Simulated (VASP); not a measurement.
SiC:

```
Si C
1.0
     3.07569    0.00000    0.00000
    -1.53785    2.66363    0.00000
     0.00000    0.00000   10.07065
Si C
4 4
Direct
  0.00000 0.00000 0.18789
  0.00000 0.00000 0.68789
  0.33333 0.66667 0.43784
  0.66667 0.33333 0.93784
  0.00000 0.00000 0.00046
  0.00000 0.00000 0.50046
  0.33333 0.66667 0.24980
  0.66667 0.33333 0.74980
```

The cell is a database's computed one.

| Quantity | Value |
| --- | --- |
| Program | VASP 6.6.1 |
| Task | relaxation of cell and atoms |
| Functional | PBE |
| Potentials or basis | VASP PAW PBE potentials, release 64 (Si, C) |
| Cutoff | 580 eV |
| k mesh | 10 × 10 × 3 |
| Occupations | fermi-dirac, width 0.05 eV |
| Spin | no spin polarisation |

At the start: pressure 3.8 GPa; volume 10.31 Å³/atom.

Problem. Where does the relaxation end?

Solution. Over 6 steps the energy falls by 2.0 meV/atom and the volume is 10.49 Å³/atom (+1.7 %); space group P6_3mc (No. 186, to 0.05 Å).

Step by step:
| step | energy change (eV) | largest force (eV/Å) | pressure (GPa) | volume (Å³) |
| --- | --- | --- | --- | --- |
| 1 | 0.0000 | 0.0054 | 3.76 | 82.50 |
| 2 | 0.0009 | 0.0172 | -3.63 | 85.43 |
| 3 | -0.0164 | 0.0066 | 0.00 | 83.93 |
| 4 | -0.0164 | 0.0063 | 0.07 | 83.90 |
| 5 | -0.0164 | 0.0047 | 0.07 | 83.90 |
| 6 | -0.0164 | 0.0006 | 0.07 | 83.90 |

Final structure:
```xyz
8
Lattice="3.0931 0.0000 0.0000 -1.5465 2.6787 0.0000 0.0000 0.0000 10.1262" Properties=species:S:1:pos:R:3 pbc="T T T"
Si    0.0000    0.0000    1.9027
Si    0.0000    0.0000    6.9658
Si    0.0000    1.7858    4.4337
Si    1.5465    0.8929    9.4968
C     0.0000    0.0000    0.0045
C     0.0000    0.0000    5.0676
C     0.0000    1.7858    2.5296
C     1.5465    0.8929    7.5927
```
